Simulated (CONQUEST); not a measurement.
# Ag under changes of volume

One of the cells (17.806 Å³/atom); the others are scaled copies at fixed shape and fractional positions:

```
CELL_PARAMETERS angstrom
2.93000 0.00000 0.00000
0.00000 4.79000 0.00000
0.00000 0.00000 5.07491
ATOMIC_POSITIONS crystal
Ag 0.00000 0.75000 0.33333
Ag 0.50000 0.75000 0.83333
Ag 0.00000 0.25000 0.66667
Ag 0.50000 0.25000 0.16667
```

This isn't the form of Ag at room conditions, which is fcc.

- Program: CONQUEST 1.3
- Functional: PBE
- Potentials or basis: PseudoDojo NC PBE, DZP, grid of 32 × 48 × 48 points
- k mesh: 7 × 4 × 4
- Occupations: fermi-dirac, width 0.05 eV
- Spin: no spin polarisation

```csv
volume (Å³/atom),energy over the lowest point (meV/atom),pressure (GPa),largest force (eV/Å)
16.738,29.44,8.0,0.022
17.094,14.67,5.5,0.024
17.450,5.13,3.1,0.022
17.806,0.51,1.1,0.022
18.162,0.00,-0.6,0.016
18.518,3.05,-2.2,0.017
18.875,?,?,?
```

What does the run at 18.875 Å³/atom give?

Energy over the lowest point 9.51 meV/atom; pressure -3.5 GPa; largest force 0.020 eV/Å.

Worked out: A Birch-Murnaghan fit of order 3 (a polynomial in V^(-2/3)) to the other rows has its minimum at 18.03 Å³/atom with B0 = V·E''(V) = 87 GPa and B' = 5.8 at fixed shape and positions, which overstates the stiffness. It gives 9.35 meV/atom at 18.875 Å³/atom, against the run's 9.51, and -dE/dV = -3.5 GPa, against -3.5.

Energies are extrapolated to zero smearing.

Caveats: the basis of atomic orbitals isn't converged, which shifts pressures, moduli and gaps.
